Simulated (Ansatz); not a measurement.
## Vibrations of AlN (F-43m) by finite displacements

```xyz
2
Lattice="0.0000 2.1711 2.1711 2.1711 0.0000 2.1711 2.1711 2.1711 0.0000" Properties=species:S:1:pos:R:3 pbc="T T T"
Al    0.0000    0.0000    0.0000
N     1.0856    1.0856    1.0856
```

Conventional cell: a = 4.342 Å, b = 4.342 Å, c = 4.342 Å, α = 90.00°, β = 90.00°, γ = 90.00°. Around Al (atom 1) lie 4 N at 1.88 Å. N (atom 2) is surrounded by 4 Al at 1.88 Å.

Computed, not measured; unless marked otherwise by LDA, all-electron LAPW in Ansatz 0.2.0, scalar-relativistic. k mesh 8×8×8, fixed occupations, basis error target 1 meV/atom. The cell was relaxed by PAW under this functional. This phase needn't be the one found at ambient conditions.

Atoms are displaced by 0.01 Å in the smallest supercells that hold the wave vectors of a 2×2×2 mesh. Negative values stand for unstable modes. The zone centre has no LO-TO term.

(1) What are the phonon energies at the solved wave vectors, in meV?

(2) Is the structure dynamically stable at these wave vectors?

(3) How do the optical zone-centre modes decompose, and which are active?

(4) How well do frozen-core PAW files reproduce these all-electron values?

(5) The cell is scaled evenly to 20.162 and 20.776 Å³ (from 20.469), with free atoms relaxed and the shape held. What are the mode Grüneisen parameters γ = −d ln ω/d ln V?

(6) Linear response on PAW files adds the field. What are the dielectric tensor, the Born charges and the LO shift?

Answers

(1) 

```csv
q,point,modes (meV)
0.000 0.000 0.000,Gamma,82.63 (×3)
0.500 0.000 0.000,L,"28.08 (×2), 72.25, 81.44 (×2), 90.97"
0.500 0.500 0.000,X,"41.88 (×2), 73.16, 83.07 (×2), 89.19"
```

(2) Yes, no mode is unstable there; wave vectors off this mesh aren't tested.

(3) Point group -43m: Γ_opt = T2.

```csv
label,meV,activity,mostly
T2,82.63,IR and Raman,N (66 %)
```

(4) With a cutoff of 420 eV and displacements of 0.0025 Å, the r.m.s. difference over the modes is 1.6 cm⁻¹; the largest difference is 654.5 (PAW) against 656.9 cm⁻¹ (LAPW).

(5) For the highest mode, 746.9 cm⁻¹ in the small cell and 721.1 in the large one give γ ≈ 1.17. From the change of the dynamical matrix on each mode:

```
point   cm⁻¹      γ
Gamma  666.5   1.45
    L  226.5  -0.32
    L  582.7   0.95
    L  656.9   1.59
    L  733.7   1.17
    X  337.8   0.05
    X  590.1   0.91
    X  670.0   1.65
    X  719.4   1.14
```

Weighted by the modes' heat capacities at 300 K, the mean on this mesh is 0.64; it moves with the q mesh, and a coarse one overweights the zone boundary. Rows under −0.05 (1 here) are modes that soften under compression and pull towards negative thermal expansion.

(6) ε∞ = (4.54, 4.54, 4.54) along x, y, z with local fields. Born charges (xx, yy, zz): Al1 (2.54, 2.54, 2.54); N2 (-2.54, -2.54, -2.54). The highest zone-centre mode lies at 664.1 cm⁻¹ without the macroscopic field and at 901.8 cm⁻¹ with it, for q along x. Lyddane-Sachs-Teller then gives ε₀ = ε∞ (ω_LO/ω_TO)² = 8.37. With the ions free to follow the field, the program's ε₀ is (8.37, 8.37, 8.37).

Limits of these numbers: this zinc-blende form is metastable at ambient conditions; the frozen-core PAW files of the compared runs were fitted under PBE, their cores solved anew for this functional; semilocal gaps are low, and ε∞ tends to come out large.
